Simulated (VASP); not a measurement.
# PbSe: convergence, NMR shieldings and orbital susceptibility

PbSe, Fm-3m (no. 225), 2 atoms in the cell. PBE, GIPAW shieldings; PAW potentials Pb_d, Se (PBE set). VASP 6.6.1.

Wanted: isotropic shielding within 10 ppm; span within 20 ppm.

POSCAR:
```
PbSe
1.0
    0.0000000000      3.0606500000      3.0606500000
    3.0606500000      0.0000000000      3.0606500000
    3.0606500000      3.0606500000      0.0000000000
Pb Se
1 1
Direct
    0.0000000000      0.0000000000      0.0000000000
    0.5000000000      0.5000000000      0.5000000000
```

The series start from ENCUT (eV): 400; k mesh: 8 × 8 × 8; EDIFF (eV): 1e-8; PREC: Accurate; Projectors: LREAL = F, NLSPLINE = T; LNMR_SYM_RED: yes; ALGO: Normal. Each series keeps the choices made before it, and each single choice may use up half of a tolerance.

## ENCUT (eV)

| ENCUT (eV) | Isotropic shielding, largest deviation (ppm) | Span, largest deviation (ppm) | Time (s) |
|---|---|---|---|
| 250 | 43 | 0 | 96 |
| 300 | 41 | 0 | 113 |
| 400 | 3 | 0 | 273 |
| 450 | 1 | 0 | 373 |
| 500 | 1 | 0 | 240 |
| 600 (reference) | 0 | 0 | 469 |

Chosen: 400, the loosest value from which every tighter one stays within half of the tolerance.

## k mesh

| k mesh | Isotropic shielding, largest deviation (ppm) | Span, largest deviation (ppm) | Time (s) |
|---|---|---|---|
| 2 × 2 × 2 | 3.61e5 | 0 | 55 |
| 3 × 3 × 3 | 3461 | 0 | 34 |
| 4 × 4 × 4 | 12299 | 0 | 108 |
| 5 × 5 × 5 | 965 | 0 | 110 |
| 7 × 7 × 7 | 351 | 0 | 201 |
| 8 × 8 × 8 | 1238 | 0 | 273 |
| 9 × 9 × 9 | 78 | 0 | 469 |
| 11 × 11 × 11 (reference) | 0 | 0 | 761 |

Chosen: 11 × 11 × 11; the next looser run is off by more than half of the tolerance, so convergence isn't shown beyond this value.

## EDIFF (eV)

| EDIFF (eV) | Isotropic shielding, largest deviation (ppm) | Span, largest deviation (ppm) | Time (s) |
|---|---|---|---|
| 0.0001 | 102 | 0 | 467 |
| 1e-5 | 43 | 0 | 512 |
| 1e-6 | 2 | 0 | 418 |
| 1e-7 | 1 | 0 | 324 |
| 1e-8 | 0 | 0 | 761 |
| 1e-9 (reference) | 0 | 0 | 400 |

Chosen: 1e-6.

## PREC

| PREC | Isotropic shielding, largest deviation (ppm) | Span, largest deviation (ppm) | Time (s) |
|---|---|---|---|
| Accurate | 0 | 0 | 418 |
| Normal | 0 | 0 | 138 |

Chosen: Normal, the fastest of those that stay within half of the tolerance.

## Projectors

| Projectors | Isotropic shielding, largest deviation (ppm) | Span, largest deviation (ppm) | Time (s) |
|---|---|---|---|
| LREAL = F, NLSPLINE = T | 0 | 0 | 138 |
| LREAL = Auto | 0 | 0 | 184 |
| LREAL = F, NLSPLINE = F | 0 | 0 | 124 |

Chosen: LREAL = F, NLSPLINE = T; no other choice that stays within half of the tolerance saves 30 % of the time.

## All choices together

| Input | Isotropic shielding, largest deviation (ppm) | Span, largest deviation (ppm) | Time (s) |
|---|---|---|---|
| defaults but for LCHIMAG, on a 7 × 7 × 7 mesh (naive) | 243 | 0 | 20 |
| chosen settings | 2 | 0 | 138 |
| reference settings throughout | 0 | 0 | 822 |

The chosen settings stay within the tolerance of the reference run, but the reference itself isn't shown to be converged in: k mesh.

Values of the reference run: Isotropic shielding: 6103, 2527 ppm, absolute isotropic shielding with the core part, with the G = 0 term; Span: 0, 0 ppm.

## The input

INCAR:
```
SYSTEM = PbSe
GGA = PE ; PREC = Normal
ENCUT = 400 ; EDIFF = 1E-6
LREAL = .False. ; LASPH = .True.
ALGO = Normal ; NELM = 120
LWAVE = .False. ; LCHARG = .False.
LCHIMAG = .True. ; LNMR_SYM_RED = .True.
NLSPLINE = .True. ; ISMEAR = 0
SIGMA = 0.01 ; KPAR = 2
```

KPOINTS:
```
Automatic mesh
0
Gamma
  11 11 11
  0 0 0
```

Commands:
```
cat potpaw_PBE.64/Pb_d/POTCAR potpaw_PBE.64/Se/POTCAR > POTCAR
mpirun -np 2 vasp_std > vasp.out
```

Limits: The pGv and vGv forms of the susceptibility differ by more than 5 %, and the shieldings take over part of that uncertainty through the G = 0 term; the response is non-relativistic, which costs accuracy next to heavy atoms.

The chosen input took VASP 6.6.1 138 s on 2 cores (Intel Xeon Platinum 8375C @ 2.90GHz (Ice Lake)), a shared host.

## An input that fails: one k point for a small cell

It runs to its end, but against the unchanged starting input it is off by 9147 ppm in the isotropic shielding, 0 ppm in the span.

k mesh: 8 × 8 × 8 becomes 1 × 1 × 1.

Changes against the starting input:
```
- KPAR = 2
```
